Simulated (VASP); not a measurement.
Calculation: r2SCAN+rVV10, VASP's PBE PAW potentials (set 64) (plane waves; VASP 6.6.1).

VASP input:

**KPOINTS**
```
Regular mesh
0
gamma
 8 8 8
```

**POSCAR**
```
Li2O
2.3062930
  0.0000000000   1.0000000571   1.0000000571
  1.0000000571   0.0000000000   1.0000000571
  1.0000000571   1.0000000571   0.0000000000
Li O
2 1
Cart
  0.5000000285   0.5000000285   0.5000000285
  1.5000000856   1.5000000856   1.5000000856
  0.0000000000   0.0000000000   0.0000000000
```

INCAR:
```
# general
SYSTEM    =  Li2O
PREC      =  Accurate
ENCUT     =  520
LREAL     =  F
LASPH     =  T

# electronic loop
EDIFF     =  1E-7
NELM      =  100
ALGO      =  Normal
LMIXTAU   =  T

# smearing
ISMEAR    =  0
SIGMA     =  0.05

# functional
METAGGA   =  R2SCAN
LUSE_VDW  =  T
BPARAM    =  11.95
CPARAM    =  0.0093

# ions
ISIF      =  2

# output
LWAVE     =  F
LCHARG    =  F
```

POTCAR, in this order: Li_sv O (PBE.64 set). Program: vasp_std.

Output of the run:

OUTCAR:
```
 ion  position               nearest neighbor table
   1  0.250  0.250  0.250-   3 2.00   3 2.00   3 2.00   3 2.00   2 2.31   2 2.31   2 2.31   2 2.31
                             2 2.31   2 2.31
   2  0.750  0.750  0.750-   3 2.00   3 2.00   3 2.00   3 2.00   1 2.31   1 2.31   1 2.31   1 2.31
                             1 2.31   1 2.31
   3  0.000  0.000  0.000-   2 2.00   2 2.00   2 2.00   1 2.00   1 2.00   1 2.00   2 2.00   1 2.00
  LATTYP: Found a face centered cubic cell.
 ALAT       =     4.6125862632
 Subroutine PRICEL returns:
 Original cell was already a primitive cell.
 Subroutine GETGRP returns: Found 48 space group operations
The static configuration has the point symmetry O_h .
The dynamic configuration has the point symmetry O_h .
 Subroutine INISYM returns: Found 48 space group operations
 Subroutine IBZKPT returns following result:
 Found     29 irreducible k-points:

 Following reciprocal coordinates:
            Coordinates               Weight
  0.000000  0.000000  0.000000      1.000000
  0.125000  0.000000  0.000000      8.000000
  0.250000  0.000000  0.000000      8.000000
  0.375000  0.000000  0.000000      8.000000
  0.500000  0.000000  0.000000      4.000000
  0.125000  0.125000  0.000000      6.000000
  0.250000  0.125000  0.000000     24.000000
  0.375000  0.125000  0.000000     24.000000
  0.500000  0.125000  0.000000     24.000000
 -0.375000  0.125000  0.000000     24.000000
 -0.250000  0.125000  0.000000     24.000000
 -0.125000  0.125000  0.000000     12.000000
  0.250000  0.250000  0.000000      6.000000
  0.375000  0.250000  0.000000     24.000000
  0.500000  0.250000  0.000000     24.000000
 -0.375000  0.250000  0.000000     24.000000
 -0.250000  0.250000  0.000000     12.000000
  0.375000  0.375000  0.000000      6.000000
  0.500000  0.375000  0.000000     24.000000
 -0.375000  0.375000  0.000000     12.000000
  0.500000  0.500000  0.000000      3.000000
  0.375000  0.250000  0.125000     24.000000
  0.500000  0.250000  0.125000     48.000000
 -0.375000  0.250000  0.125000     24.000000
  0.500000  0.375000  0.125000     24.000000
 -0.375000  0.375000  0.125000     48.000000
 -0.250000  0.375000  0.125000     24.000000
 -0.375000  0.500000  0.125000     12.000000
 -0.250000  0.500000  0.250000      6.000000
   k-points           NKPTS =     29   k-points in BZ     NKDIM =     29   number of bands    NBANDS=     10
   number of dos      NEDOS =    301   number of ions     NIONS =      3
   total plane-waves  NPLWV =  13824
   dimension x,y,z NGX =    24 NGY =   24 NGZ =   24
   dimension x,y,z NGXF=    48 NGYF=   48 NGZF=   48
   ions per type =               2   1
   PREC   = accura    normal or accurate (medium, high low for compatibility)
   ISTART =      0    job   : 0-new  1-cont  2-samecut
   ICHARG =      2    charge: 1-file 2-atom 10-const
   ISPIN  =      1    spin polarized calculation?
   LNONCOLLINEAR =      F non collinear calculations
   LSORBIT =      F    spin-orbit coupling
   INIWAV =      1    electr: 0-lowe 1-rand  2-diag
   ENCUT  =  520.0 eV  38.22 Ry    6.18 a.u.   6.06  6.06  6.06*2*pi/ulx,y,z
   NELM   =    100;   NELMIN=  2; NELMDL= -5     # of ELM steps
   EDIFF  = 0.1E-06   stopping-criterion for ELM
   LREAL  =      F    real-space projection
   NLSPLINE    = F    spline interpolate recip. space projectors
   LMAXMIX     =    2 max onsite mixed and CHGCAR
   VOSKOWN=      0    Vosko Wilk Nusair interpolation
   EDIFFG = 0.1E-05   stopping-criterion for IOM
   NSW    =      0    number of steps for IOM
   NBLOCK =      1;   KBLOCK =      1    inner block; outer block
   IBRION =     -1    ionic relax: 0-MD 1-quasi-New 2-CG
   NFREE  =      0    steps in history (QN), initial steepest desc. (CG)
   ISIF   =      2    stress and relaxation
   ISYM   =      2    0-nonsym 1-usesym 2-fastsym
...
```

**OSZICAR**
```
       N       E                     dE             d eps       ncg     rms          rms(c)
DAV:   1     0.389564520104E+02    0.38956E+02   -0.65337E+03   580   0.136E+03
DAV:   2    -0.153040885464E+02   -0.54261E+02   -0.51479E+02   660   0.240E+02
DAV:   3    -0.210023900870E+02   -0.56983E+01   -0.56778E+01  1092   0.686E+01
DAV:   4    -0.210651202105E+02   -0.62730E-01   -0.62710E-01   734   0.806E+00
DAV:   5    -0.210654737374E+02   -0.35353E-03   -0.35351E-03   930   0.551E-01    0.667E+00
DAV:   6    -0.164881143535E+02    0.45774E+01   -0.43467E+00   740   0.155E+01    0.206E+00
DAV:   7    -0.165066681318E+02   -0.18554E-01   -0.99062E-01   668   0.823E+00    0.202E+00
DAV:   8    -0.187329878672E+02   -0.22263E+01   -0.29815E+00   834   0.138E+01    0.268E+00
DAV:   9    -0.164950388282E+02    0.22379E+01   -0.16435E+00   894   0.101E+01    0.657E-01
DAV:  10    -0.164756431927E+02    0.19396E-01   -0.19157E-01   688   0.425E+00    0.338E-01
DAV:  11    -0.164552045221E+02    0.20439E-01   -0.14788E-02   636   0.139E+00    0.355E-01
DAV:  12    -0.164689483310E+02   -0.13744E-01   -0.19959E-02   594   0.163E+00    0.115E-01
DAV:  13    -0.164700646895E+02   -0.11164E-02   -0.25607E-03   842   0.427E-01    0.631E-02
DAV:  14    -0.164700252507E+02    0.39439E-04   -0.97224E-05   690   0.127E-01    0.659E-02
DAV:  15    -0.164704070161E+02   -0.38177E-03   -0.43278E-04   630   0.231E-01    0.664E-03
DAV:  16    -0.164706845556E+02   -0.27754E-03   -0.26464E-04   600   0.222E-01    0.129E-02
DAV:  17    -0.164706877531E+02   -0.31974E-05   -0.11328E-05   676   0.479E-02    0.115E-02
DAV:  18    -0.164705401661E+02    0.14759E-03   -0.41215E-05   712   0.630E-02    0.347E-03
DAV:  19    -0.164705796266E+02   -0.39461E-04   -0.35223E-06   616   0.246E-02    0.129E-03
DAV:  20    -0.164705826709E+02   -0.30443E-05   -0.23730E-07   862   0.511E-03    0.568E-04
DAV:  21    -0.164705817503E+02    0.92062E-06   -0.32678E-08   526   0.239E-03    0.457E-04
DAV:  22    -0.164705851630E+02   -0.34127E-05   -0.90597E-09   334   0.120E-03    0.113E-04
DAV:  23    -0.164705857879E+02   -0.62492E-06   -0.29443E-09   330   0.555E-04    0.276E-05
DAV:  24    -0.164705855804E+02    0.20748E-06   -0.77379E-10   318   0.329E-04    0.403E-05
DAV:  25    -0.164705857153E+02   -0.13491E-06   -0.33809E-10   318   0.211E-04    0.951E-06
DAV:  26    -0.164705857100E+02    0.53368E-08   -0.12693E-10   312   0.104E-04
   1 F= -.16470586E+02 E0= -.16470586E+02  d E =-.171314E-18
```

File OUTCAR:
```
------------------------ aborting loop because EDIFF is reached ----------------------------------------
  FORCE on cell =-STRESS in cart. coord.  units (eV):
  Direction    XX          YY          ZZ          XY          YZ          ZX
  --------------------------------------------------------------------------------------
  Total       -0.4589184     -0.4589184     -0.4589184     -0.0000000     -0.0000000      0.0000000
  in kB      -29.9690199    -29.9690199    -29.9690199     -0.0000000     -0.0000000      0.0000000
  external PRESSURE =     -29.9690199 kB  Pullay stress =       0.0000000 kB
  volume of cell :       24.53
      direct lattice vectors                 reciprocal lattice vectors
     0.000000000  2.306293132  2.306293132    -0.216798113  0.216798113  0.216798113
     2.306293132  0.000000000  2.306293132     0.216798113 -0.216798113  0.216798113
     2.306293132  2.306293132  0.000000000     0.216798113  0.216798113 -0.216798113
 POSITION                                       TOTAL-FORCE (eV/Angst)
 -----------------------------------------------------------------------------------
      1.15315      1.15315      1.15315        -0.000000      0.000000      0.000000
      3.45944      3.45944      3.45944         0.000000     -0.000000     -0.000000
      0.00000      0.00000      0.00000        -0.000000      0.000000     -0.000000
 -----------------------------------------------------------------------------------
    total drift:                               -0.000000      0.000000      0.000000
  FREE ENERGIE OF THE ION-ELECTRON SYSTEM (eV)
  ---------------------------------------------------
  free  energy   TOTEN  =       -16.4705857100 eV

  energy  without entropy=      -16.4705857100  energy(sigma->0) =      -16.47058571
```
(Selected blocks of OUTCAR.)

**OUTCAR**
```
 val. band max:        0.9506971287   @ k =   0.0000   0.0000   0.0000

 cond. band min:       6.5624703214   @ k =   0.5000   0.5000   0.0000


 Fermi energy:         1.2443620773

 k-point     1 :       0.0000    0.0000    0.0000
  band No.  band energies     occupation
      1     -43.2869      2.00000
      2     -42.9616      2.00000
      3     -15.4295      2.00000
      4       0.9507      2.00000
      5       0.9507      2.00000
      6       0.9507      2.00000
      7       7.0205      0.00000
      8      14.0436      0.00000
      9      14.0436      0.00000
     10      14.0444      0.00000

 k-point     2 :       0.1250    0.0000    0.0000
  band No.  band energies     occupation
      1     -43.2723      2.00000
      2     -42.9722      2.00000
      3     -15.4023      2.00000
      4       0.4534      2.00000
      5       0.8790      2.00000
      6       0.8790      2.00000
      7       7.4325      0.00000
      8      14.0538      0.00000
      9      14.2605      0.00000
     10      14.2612      0.00000

 k-point     3 :       0.2500    0.0000    0.0000
  band No.  band energies     occupation
      1     -43.2321      2.00000
      2     -43.0028      2.00000
      3     -15.3328      2.00000
      4      -0.5775      2.00000
      5       0.7155      2.00000
      6       0.7155      2.00000
      7       8.4420      0.00000
      8      13.7956      0.00000
      9      14.4679      0.00000
     10      14.4685      0.00000

 k-point     4 :       0.3750    0.0000    0.0000
  band No.  band energies     occupation
      1     -43.1746      2.00000
      2     -43.0508      2.00000
      3     -15.2585      2.00000
      4      -1.4605      2.00000
      5       0.5638      2.00000
      6       0.5639      2.00000
      7       9.7934      0.00000
      8      12.8962      0.00000
      9      14.1856      0.00000
     10      14.1861      0.00000

 k-point     5 :       0.5000    0.0000    0.0000
...
```

The compound is Li2O in the antifluorite structure. This cell is one point of a volume scan, at 1.03 of the reference volume.
